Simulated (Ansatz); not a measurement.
# Calculated records

```
! title: From LDA to G0W0: TiO2 (P3_121)
! method: DFT, LDA, plane waves, PAW (and 1 further level or step)
! program: Ansatz 0.2.0
! settings of one run: cutoff 420 eV, 6×6×4 k-mesh, smearing width 0.02 eV, default PAW
! cost: 3 runs, 2.5 min in all on 1 × NVIDIA H100 80GB HBM3 (shared by 6 runs) with 3 threads of AMD EPYC 7R13 (Zen 3), shared host (the runs of this entry)
! notes: The start is a cell from the Crystallography Open Database. This is not the form that TiO2 usually takes at ambient conditions. The 6×6×2 mesh is coarse for this cell (its supercell is 12 Å along the shortest edge). The RPA ε∞ on it, from the LDA start, is 3.67 and 4.09; such meshes misread the long-range screening, most where the gap is narrow.
! LDA gap: 3.65 eV, indirect
! G0W0 gap on the mesh: 5.98 eV, from k = (0.000, -0.500, 0.000) to k = (0.000, 0.000, -0.500)
! GW settings: 6×6×2 mesh, 683 empty bands, screening to 160 eV
! known limits: not at the basis limit; coarse k mesh
CELL_PARAMETERS angstrom
5.29100 0.00000 0.00000
-2.64550 4.58214 0.00000
0.00000 0.00000 6.13300
ATOMIC_POSITIONS crystal
Ti 0.45844 0.00000 0.33333
Ti 0.00000 0.45844 0.66667
Ti 0.54156 0.54156 0.00000
O 0.41192 0.28783 0.22376
O 0.71217 0.12409 0.55709
O 0.87591 0.58808 0.89043
O 0.28783 0.41192 0.77624
O 0.12409 0.71217 0.44291
O 0.58808 0.87591 0.10957
```

[Paths, hosts, dates, memory and timing lines, banners, echoed tables and standing remarks are left out of the program output.]

[Logs are printed without paths, hosts, clocks, repeated set-up lines and the standing remarks that a program may print on its own settings, such as how far it seeks lower states.]

[Runs of the session that timed out or met a known fault of the program may be left out.]

[Cells called generated may have been cut or substituted from an entry of the Crystallography Open Database or the Materials Project.]

[Hosts, paths, dates, database ids (printed as entryN), source tags and the programs' standing remarks are cut or masked in the printed files.]
